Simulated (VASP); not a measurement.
# SnS2: relaxation of cell and atoms with PBE+D3(BJ)

Crystal: SnS2.

```
Sn S
1.0
     3.66907    0.00000    0.00000
    -1.83453    3.17750    0.00000
     0.00000    0.00000    5.80953
Sn S
1 2
Direct
  0.00000 0.00000 0.00000
  0.33333 0.66667 0.25439
  0.66667 0.33333 0.74561
```

The cell is a database's computed one.

```
Program                : VASP 6.6.1
Task                   : relaxation of cell and atoms
Functional             : PBE
Dispersion             : D3(BJ)
Potentials or basis    : VASP PAW PBE potentials, release 64 (Sn_d, S)
Cutoff                 : 600 eV
k mesh                 : 9 × 9 × 6
Occupations            : gaussian, width 0.02 eV
Spin                   : no spin polarisation
Dipole correction      : no
Further INCAR settings : ALGO = Fast; EDIFF = 1e-06; IBRION = 2; EDIFFG = -0.01; NSW = 100; ISIF = 3
```

```yaml
Relaxed_volume: 22.56 Å³/atom
Relaxed_cell: a = 3.668 Å, b = 3.668 Å, c = 5.808 Å, α = 90.00°, β = 90.00°, γ = 120.00°
Space_group_after_relaxing_to_0.05_Å: P-3m1 (No. 164)
Energy_gained_by_relaxing: 0.0 meV/atom
Ionic_steps: 3
Pressure_after_relaxing: 0.0 GPa
Largest_force_after_relaxing: 0.005 eV/Å
Band_gap_on_the_k_mesh: 1.26 eV, indirect (least direct gap 1.75 eV)
Dispersion_energy_per_atom: -0.328 eV
```

Forces on the atoms (eV/Å):
```
Sn   0.000  0.000  0.000
S    0.000  0.000  0.005
S    0.000  0.000 -0.005
```

Final structure:
```
Sn S
1.0
     3.66790    0.00000    0.00000
    -1.83395    3.17650    0.00000
     0.00000    0.00000    5.80845
Sn S
1 2
Direct
  0.00000 0.00000 0.00000
  0.33333 0.66667 0.25439
  0.66667 0.33333 0.74561
```

Levels at points of the mesh, in eV from the valence-band top:
```csv
k point,band 10,band 11,band 12,band 13,band 14,band 15,band 16,band 17
"(0.00, 0.00, 0.00)",-0.72,-0.48,-0.48,0.00,1.75,3.53,5.33,5.33
"(0.00, 0.00, 0.50)",-0.83,-0.83,-0.32,-0.32,2.98,3.61,5.03,5.03
```

Run time: 90 s on 1 thread of Intel(R) Xeon(R) 6975P-C (Granite Rapids), on a shared host, peak memory 0.26 GiB.

Caveat: spin-orbit coupling is left out, which moves the levels of the heavy elements; an odd mesh through Γ misses points on the zone boundary, where band edges often lie.
